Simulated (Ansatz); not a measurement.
Runs of Ansatz 0.2.0 on LiCl. The structure is cubic, space group Fm-3m (No. 225). The conventional cell has a = 5.130 Å, b = 5.130 Å, c = 5.130 Å, α = 90.00°, β = 90.00°, γ = 90.00°. Cl (site symmetry m-3m) has 6 Li at 2.56 Å as nearest neighbours. Li (site symmetry m-3m) has 6 Cl at 2.56 Å as nearest neighbours. 

| task | level | cell | cutoff (eV) | gap on the mesh (eV) | pressure (GPa) | relaxed volume (Å³/atom) |
| --- | --- | --- | --- | --- | --- | --- |
| band structure | LDA | as given | 161 | 5.99 | -3.2 | - |
| relaxation of cell and atoms | LDA | relaxed | - | (b) | 0.0 | (c) |
| relaxation of cell and atoms | PBEsol+D3(BJ) | relaxed | - | 6.67 | 0.0 | 15.37 |
| relaxation of cell and atoms | revPBE | relaxed | - | 6.17 | 0.0 | (a) |

Alike in all rows: potentials or basis all-electron LAPW, scalar-relativistic; no spin polarisation; k mesh 9 × 9 × 9; smearing fermi-dirac 0.05 eV; basis error allowed 0.001 eV/atom.

Fill in the values left out.

(a) 18.04; (b) 6.54; (c) 15.30.

Caveats: an odd mesh through Γ misses points on the zone boundary, where band edges often lie (some runs).

Runs at the PBE level aren't shown here.
